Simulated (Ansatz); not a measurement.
The system is TePb.

```xyz
2
Lattice="0.0000 3.2310 3.2310 3.2310 0.0000 3.2310 3.2310 3.2310 0.0000" Properties=species:S:1:pos:R:3 pbc="T T T"
Pb    0.0000    0.0000    0.0000
Te    3.2310    3.2310    3.2310
```

| Item | Value |
| --- | --- |
| Program | Ansatz 0.2.0 |
| Task | relaxation of cell and atoms |
| Functional | B3LYP |
| Potentials or basis | Ansatz PAW |
| Cutoff | 420 eV (not typed: the program's choice for these potentials) |
| k mesh | 4 × 4 × 4 |
| Occupations | fermi-dirac, width 0.05 eV |
| Spin | no spin polarisation |

At the start: volume 33.73 Å³/atom.

Task: Where does the relaxation end?

Result: It ends after 5 steps and the volume is 36.99 Å³/atom (+9.7 %); space group Fm-3m (No. 225, to 0.05 Å).

The path:
```csv
step,energy change (eV),largest force (eV/Å),volume (Å³)
1,0.0000,0.0000,67.46
2,-0.0693,0.0000,76.13
3,-0.0760,0.0000,74.32
4,-0.0762,0.0000,73.97
5,-0.0772,0.0000,73.97
```

Final structure:
```
Pb Te
1.0
     0.00000    3.33183    3.33183
     3.33183    0.00000    3.33183
     3.33183    3.33183    0.00000
Pb Te
1 1
Direct
  0.00000 0.00000 0.00000
  0.50000 0.50000 0.50000
```

Caveat: the k mesh is coarse (spacing up to 0.42 Å⁻¹), so the values aren't converged, least of all with exact exchange; the plane-wave basis is chosen anew once the cell has moved, so the energies of steps on either side of that aren't comparable; the PAW data sets come from PBE, with cores solved anew for the run's functional, which leaves a small shift of forces and pressure.
